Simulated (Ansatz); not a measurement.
# TiO2: the cost of one run

Method: DFT PBE, scalar-relativistic, plane waves, PAW, in Ansatz 0.2.0.

### 1 The starting structure

Symmetry: Pbcn, No. 60, orthorhombic system. The conventional cell has a = 4.515 Å, b = 5.497 Å, c = 4.939 Å, α = 90.00°, β = 90.00°, γ = 90.00°. Ti (site symmetry 2) is surrounded by 6 O at 1.89 to 2.05 Å. O (site symmetry 1) is surrounded by 3 Ti at 1.89 to 2.05 Å.

Coordinates:

```xyz
48
Lattice="-4.5150 5.4970 4.9390 4.5150 -5.4970 4.9390 4.5150 5.4970 -4.9390" Properties=species:S:1:pos:R:3 pbc="T T T"
Ti    0.0000    0.9400    1.2348
Ti    0.0000    0.9400    6.1738
Ti    0.0000    6.4370    1.2347
Ti    4.5150    0.9400    1.2347
Ti    2.2575    1.8085   -1.2347
Ti    2.2575    1.8085    3.7043
Ti    2.2575    7.3055   -1.2347
Ti    6.7725    1.8085   -1.2347
Ti    0.0000    4.5570    3.7043
Ti    4.5150   -0.9400    3.7043
Ti    4.5150    4.5570   -1.2347
Ti    4.5150    4.5570    3.7043
Ti   -2.2575    3.6885    6.1738
Ti    2.2575   -1.8085    6.1738
Ti    2.2575    3.6885    1.2347
Ti    2.2575    3.6885    6.1738
O     1.2913    2.0669    2.0349
O     1.2913    2.0669    6.9739
O     1.2913    7.5639    2.0349
O     5.8063    2.0669    2.0349
O     0.9662    0.6816   -0.4346
O     0.9662    0.6816    4.5044
O     0.9662    6.1786   -0.4346
O     5.4812    0.6816   -0.4346
O    -0.9662    6.1786    2.9041
O     3.5488    0.6816    2.9041
O     3.5488    6.1786   -2.0349
O     3.5488    6.1786    2.9041
O    -1.2913    2.0669    5.3736
O     3.2237   -3.4301    5.3736
O     3.2237    2.0669    0.4346
O     3.2237    2.0669    5.3736
O    -1.2913    3.4301    2.9041
O     3.2237   -2.0669    2.9041
O     3.2237    3.4301   -2.0349
O     3.2237    3.4301    2.9041
O    -0.9662    4.8154    5.3736
O     3.5488   -0.6816    5.3736
O     3.5488    4.8154    0.4346
O     3.5488    4.8154    5.3736
O     0.9662   -0.6816    2.0349
O     0.9662   -0.6816    6.9739
O     0.9662    4.8154    2.0349
O     5.4812   -0.6816    2.0349
O     1.2913    3.4301   -0.4346
O     1.2913    3.4301    4.5044
O     1.2913    8.9271   -0.4346
O     5.8063    3.4301   -0.4346
```

The runs take a perfect supercell of 48 atoms; the defect goes to fractional position (0.394, 0.349, 0.331).

### 2 The perfect supercell

input.yaml

```yaml
crystal:
  lattice:
    - [-4.515, 5.497, 4.939]
    - [4.515, -5.497, 4.939]
    - [4.515, 5.497, -4.939]
  atoms:
    - { symbol: Ti, position: [0.2105, 0.125, 0.0855] }
    - { symbol: Ti, position: [0.7105, 0.625, 0.0855] }
    - { symbol: Ti, position: [0.7105, 0.125, 0.5855] }
    - { symbol: Ti, position: [0.2105, 0.625, 0.5855] }
    - { symbol: Ti, position: [0.0395, 0.125, 0.4145] }
    - { symbol: Ti, position: [0.5395, 0.625, 0.4145] }
    - { symbol: Ti, position: [0.5395, 0.125, 0.9145] }
    - { symbol: Ti, position: [0.0395, 0.625, 0.9145] }
    - { symbol: Ti, position: [0.7895, 0.375, 0.4145] }
    - { symbol: Ti, position: [0.2895, 0.875, 0.4145] }
    - { symbol: Ti, position: [0.2895, 0.375, 0.9145] }
    - { symbol: Ti, position: [0.7895, 0.875, 0.9145] }
    - { symbol: Ti, position: [0.9605, 0.375, 0.0855] }
    - { symbol: Ti, position: [0.4605, 0.875, 0.0855] }
    - { symbol: Ti, position: [0.4605, 0.375, 0.5855] }
    - { symbol: Ti, position: [0.9605, 0.875, 0.5855] }
    - { symbol: O, position: [0.394, 0.349, 0.331] }
    - { symbol: O, position: [0.894, 0.849, 0.331] }
    - { symbol: O, position: [0.894, 0.349, 0.831] }
    - { symbol: O, position: [0.394, 0.849, 0.831] }
    - { symbol: O, position: [0.018, 0.063, 0.169] }
    - { symbol: O, position: [0.518, 0.563, 0.169] }
    - { symbol: O, position: [0.518, 0.063, 0.669] }
    - { symbol: O, position: [0.018, 0.563, 0.669] }
    - { symbol: O, position: [0.856, 0.187, 0.455] }
    - { symbol: O, position: [0.356, 0.687, 0.455] }
    - { symbol: O, position: [0.356, 0.187, 0.955] }
    - { symbol: O, position: [0.856, 0.687, 0.955] }
    - { symbol: O, position: [0.732, 0.401, 0.045] }
    - { symbol: O, position: [0.232, 0.901, 0.045] }
    - { symbol: O, position: [0.232, 0.401, 0.545] }
    - { symbol: O, position: [0.732, 0.901, 0.545] }
    - { symbol: O, position: [0.606, 0.151, 0.169] }
    - { symbol: O, position: [0.106, 0.651, 0.169] }
    - { symbol: O, position: [0.106, 0.151, 0.669] }
    - { symbol: O, position: [0.606, 0.651, 0.669] }
    - { symbol: O, position: [0.982, 0.437, 0.331] }
    - { symbol: O, position: [0.482, 0.937, 0.331] }
    - { symbol: O, position: [0.482, 0.437, 0.831] }
    - { symbol: O, position: [0.982, 0.937, 0.831] }
    - { symbol: O, position: [0.144, 0.313, 0.045] }
    - { symbol: O, position: [0.644, 0.813, 0.045] }
    - { symbol: O, position: [0.644, 0.313, 0.545] }
    - { symbol: O, position: [0.144, 0.813, 0.545] }
    - { symbol: O, position: [0.268, 0.099, 0.455] }
    - { symbol: O, position: [0.768, 0.599, 0.455] }
    - { symbol: O, position: [0.768, 0.099, 0.955] }
    - { symbol: O, position: [0.268, 0.599, 0.955] }
basis:
  ecutwfc: 420
  fft_grid_basis: typed
kpoints:
  mp_grid: { grid: [2, 2, 2] }
hamiltonian:
  xc: pbe
  pseudopotentials: { kind: paw }
scf:
  occupations: { method: gaussian, width: 0.05 }
output:
  forces: true
  stress: false
  eigenvalues: true
  bader: false
  write_density: true
  volumetric_format: npy
```

Command:

```sh
ansatz run input.yaml --threads 4 --pin off --max-ram 10240MiB --backend cpu --events-out ev --progress --plain --runs-dir out
```

What time and memory should one allow on 4 threads of AMD EPYC 9R45 (Zen 5), shared host?

About 3.9 s, with a peak of 2.6 GiB.
